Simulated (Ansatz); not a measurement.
**Pt under changes of volume**

One of the cells (15.080 Å³/atom); the others are scaled copies at fixed shape and fractional positions:

```
Pt
1.0
     0.00000    1.96090    1.96090
     1.96090    0.00000    1.96090
     1.96090    1.96090    0.00000
Pt
1
Direct
  0.00000 0.00000 0.00000
```

| Item | Value |
| --- | --- |
| Program | Ansatz 0.2.0 |
| Functional | HSE06 |
| Potentials or basis | Ansatz PAW |
| Cutoff | 420 eV (not typed: the program's choice for these potentials) |
| k mesh | 8 × 8 × 8 |
| Occupations | fermi-dirac, width 0.05 eV |
| Spin | no spin polarisation |

```csv
volume (Å³/atom),energy over the lowest point (meV/atom),pressure (GPa)
14.175,53.80,20.7
14.477,22.66,12.9
14.778,5.27,6.1
15.080,0.00,0.1
15.381,5.35,-5.0
15.683,?,?
15.985,41.37,-13.2
```

What does the run at 15.683 Å³/atom give?

Energy over the lowest point 19.68 meV/atom; pressure -9.4 GPa.

Worked out: A Birch-Murnaghan fit of order 3 (a polynomial in V^(-2/3)) to the other rows has its minimum at 15.07 Å³/atom with B0 = V·E''(V) = 277 GPa and B' = 6.4. It gives 19.45 meV/atom at 15.683 Å³/atom, against the run's 19.68, and -dE/dV = -9.7 GPa, against -9.4.

Energies are extrapolated to zero smearing.

Caveats: the PAW data sets come from PBE, with cores solved anew for the run's functional, which leaves a small shift of forces and pressure; the thresholds are loose for stress.
